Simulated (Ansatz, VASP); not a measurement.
# Ba in VASP and in Ansatz

```
Ba
1.0
     4.25334    0.00000    0.00000
    -2.12667    3.68350    0.00000
     0.00000    0.00000    3.86052
Ba
1
Direct
  0.00000 0.00000 0.00000
```

Change from the starting cell: volume scaled by 0.96.

Alike in both runs: task single point; functional PBE; k mesh 7 × 7 × 7; occupations fermi-dirac, width 0.05 eV; no spin polarisation.

```csv
,VASP,Ansatz
version,VASP 6.6.1,Ansatz 0.2.0
potentials or method,"VASP PAW PBE potentials, release 64 (Ba_sv)",Ansatz PAW
plane-wave cutoff (eV),520,420
valence electrons in the cell,10,10
```

```tsv
	VASP	Ansatz	Ansatz less VASP
gap on the k mesh at the Fermi level (eV)	none	none	-
pressure (GPa)	0.2	0.1	-0.11
largest component of the traceless stress (GPa)	0.56	0.51	-0.047
```

A gap of «none» marks a metal or a gap that the smearing closes.

The runs have no spin-orbit coupling, so splittings on Ba are missing.
